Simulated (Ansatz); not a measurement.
# Calculated records

**Quasiparticle gap of Boron (R-3m, 12 atoms a cell)**

It takes space group R-3m (No. 166, trigonal). Conventional cell: a = 4.918 Å, b = 4.918 Å, c = 12.581 Å, α = 90.00°, β = 90.00°, γ = 120.00°. Nearest to B lie 6 B at 1.67 to 1.81 Å. Nearest to B lie 5 B at 1.79 to 1.81 Å.

```
method                                           : DFT, PBE, plane waves, PAW (and 1 further level or step)
program                                          : Ansatz 0.2.0
settings of one run                              : cutoff 420 eV, 6×6×6 k-mesh, smearing width 0.02 eV, default PAW
cost                                             : 2 runs, 24 s in all on 1 × NVIDIA H100 80GB HBM3 (shared by 3 runs) with 3 threads of AMD EPYC 7R13 (Zen 3), shared host (the runs of this entry)
notes                                            : The cell and positions come from the Crystallography Open Database and are kept as given unless a step says otherwise. From 147 bands and 75 eV to 384 bands and 150 eV the gap moves by 1.915 − 1.782 = +0.133 eV; bands and screening cutoff rise together, so their parts are not told apart. Two runs can’t test a law of convergence, so the limit is not known.
PBE gap over mesh and path                       : 1.445 eV, from k = (0.500, 0.500, 0.500) to k = (0.500, 0.000, 0.500)
G0W0@PBE gap over all 13 irreducible mesh points : 1.915 eV, from k = (-0.500, -0.500, -0.500) to k = Γ
GW settings                                      : 4×4×4 mesh, 366 empty bands, screening to 150 eV
known limits                                     : finite bands, screening cutoff and k mesh; no spin-orbit coupling in G0W0
```

Over all 13 irreducible mesh points the G0W0 gap is 1.915 eV, from k = (-0.500, -0.500, -0.500) to k = Γ. The PBE gap of this run on the mesh is 1.446 eV. Other states bound it: the two that bound the G0W0 gap lie 1.498 eV apart in PBE, so state for state the correction is 1.915 − 1.498 = +0.417 eV, while gap against gap it is 1.915 − 1.446 = +0.469 eV. The valence state moves by 8.642 − 8.970 = −0.328 eV and the conduction state by 10.557 − 10.468 = +0.089 eV, on the run's own scale; with 147 bands the edge states move by +0.119 and +0.403 eV, so the split between the edges depends on the bands and cutoff.

## From HSE06 to G0W0: Boron (R-3m, 12 atoms a cell)

It takes space group R-3m (No. 166, trigonal). Conventional cell: a = 4.918 Å, b = 4.918 Å, c = 12.581 Å, α = 90.00°, β = 90.00°, γ = 120.00°. B has 6 B at 1.67 to 1.81 Å nearest. B has 5 B at 1.79 to 1.81 Å nearest.

```
method                                             : G0W0 on HSE06, plane waves, PAW (and 1 further level or step)
program                                            : Ansatz 0.2.0
settings of one run                                : cutoff 420 eV, 4×4×4 k-mesh, default PAW, empty bands 366, screening cutoff 150 eV, screening contour deformation, QP bands (v4, c4)
cost                                               : 2 runs, 53 s in all on 1 × NVIDIA H100 80GB HBM3 (shared by 3 runs) with 3 threads of AMD EPYC 7R13 (Zen 3), shared host (the runs of this entry)
notes                                              : In doubt: masses and optical values from hybrid runs of this build are listed as unsure (in some of the runs), which bears on the screening that GW takes from such a start. The cell and positions come from the Crystallography Open Database and are kept as given unless a step says otherwise.
HSE06 gap over mesh and listed points              : 2.011 eV, from k = (0.500, 0.500, 0.500) to k = Γ
G0W0@HSE06 gap over all 13 irreducible mesh points : 2.133 eV, from k = (-0.500, -0.500, -0.500) to k = Γ
GW settings                                        : 4×4×4 mesh, 366 empty bands, screening to 150 eV
known limits                                       : finite bands, screening cutoff and k mesh; no spin-orbit coupling in G0W0
```

Over all 13 irreducible mesh points the G0W0 gap is 2.133 eV, from k = (-0.500, -0.500, -0.500) to k = Γ. The HSE06 gap of this run on the mesh is 2.011 eV. The two states that bound the G0W0 gap lie that far apart at the start, so the correction of the gap is 2.133 − 2.011 = +0.122 eV. The valence state moves by 8.516 − 8.658 = −0.142 eV and the conduction state by 10.649 − 10.669 = −0.020 eV, on the run's own scale; how far single levels stand from their limit in bands is not shown.

[Paths, hosts, dates, memory and timing lines, banners, echoed tables and standing remarks are left out of the program output.]

[Logs are printed without paths, hosts, clocks, repeated set-up lines and the standing remarks that a program may print on its own settings, such as how far it seeks lower states.]

[Runs of the session that timed out or met a known fault of the program may be left out.]

[Cells called generated may have been cut or substituted from an entry of the Crystallography Open Database or the Materials Project.]

[Hosts, paths, dates, database ids (printed as entryN), source tags and the programs' standing remarks are cut or masked in the printed files.]
